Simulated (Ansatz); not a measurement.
Input of an Ansatz 0.2.0 run:

Contents of input.yaml:

```yaml
crystal:
  lattice:
    - [-1.805, 1.805, 1.805]
    - [1.805, -1.805, 1.805]
    - [1.805, 1.805, -1.805]
  atoms:
    - { symbol: Hf, position: [0.0, 0.0, 0.0] }
kpoints:
  mp_grid: { grid: [10, 10, 10] }
  band_path:
    path:
      - [0.0, 0.0, 0.0]
      - [0.5, -0.5, 0.5]
      - [0.0, 0.0, 0.5]
      - [0.0, 0.0, 0.0]
      - [0.25, 0.25, 0.25]
      - [0.5, -0.5, 0.5]
    npoints: 6
scf:
  occupations: { method: fermi_dirac, width: 0.05 }
hamiltonian:
  xc: pbesol
  pseudopotentials: { kind: all_electron, lapw: { basis_error: 0.001 } }
output:
  forces: true
  stress: true
  eigenvalues: true
```

Potentials or basis: all-electron LAPW, scalar-relativistic.

Command:

```sh
$ ansatz run input.yaml --threads 1 --pin off --max-ram 3072MiB --backend cpu --events-out ev --progress --plain --runs-dir out
```

**Question.** Predict the pressure.

**Answer.** -9.0 GPa.

**Question.** Predict the band gap along the path.

**Answer.** None (metal or under the smearing width).

Levels at the corners of the path, in eV from the Fermi level:
```tsv
point	band 15	band 16	band 17	band 18	band 19	band 20	band 21	band 22
Γ	-11.58	-11.55	-6.87	1.46	1.46	1.46	4.11	4.11
H	-11.57	-11.57	-2.37	-2.37	6.40	6.40	6.40	6.83
N	-11.58	-11.57	-3.24	-0.44	0.91	3.90	4.86	7.16
Γ	-11.58	-11.55	-6.87	1.46	1.46	1.46	4.11	4.11
P	-11.59	-11.59	-0.64	-0.64	-0.64	5.00	5.00	5.18
H	-11.57	-11.57	-2.37	-2.37	6.40	6.40	6.40	6.83
```

Caveat: spin-orbit coupling is left out, which moves the levels of the heavy elements.
